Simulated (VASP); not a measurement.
The system is Zr.

```
Zr
1.0
    -1.79085    1.79085    1.79085
     1.79085   -1.79085    1.79085
     1.79085    1.79085   -1.79085
Zr
1
Direct
  0.00000 0.00000 0.00000
```

This isn't the form of Zr at room conditions, which is hcp.

| Property | Result |
| --- | --- |
| Program | VASP 6.6.1 |
| Task | relaxation of cell and atoms |
| Functional | LDA |
| Potentials or basis | VASP PAW LDA potentials, release 64 (Zr_sv) |
| Cutoff | 600 eV |
| k mesh | 16 × 16 × 16 |
| Occupations | gaussian, width 0.1 eV |
| Spin | no spin polarisation |

At the start: pressure -7.2 GPa; volume 22.97 Å³/atom.

Task: How do energy, volume and symmetry change on relaxing?

Result: Over 6 steps the energy falls by 43.8 meV/atom and the volume is 21.13 Å³/atom (-8.0 %); space group Im-3m (No. 229, to 0.05 Å).

The path:
```
step  energy change (eV)  largest force (eV/Å)  pressure (GPa)  volume (Å³)
   1              0.0000                0.0000           -7.20        22.97
   2             -0.0128                0.0000            7.34        19.71
   3             -0.0438                0.0000           -0.06        21.14
   4             -0.0438                0.0000            0.10        21.10
   5             -0.0438                0.0000           -0.06        21.14
   6             -0.0438                0.0000            0.00        21.13
```

Final structure:
```
Zr
1.0
    -1.74150    1.74150    1.74150
     1.74150   -1.74150    1.74150
     1.74150    1.74150   -1.74150
Zr
1
Direct
  0.00000 0.00000 0.00000
```
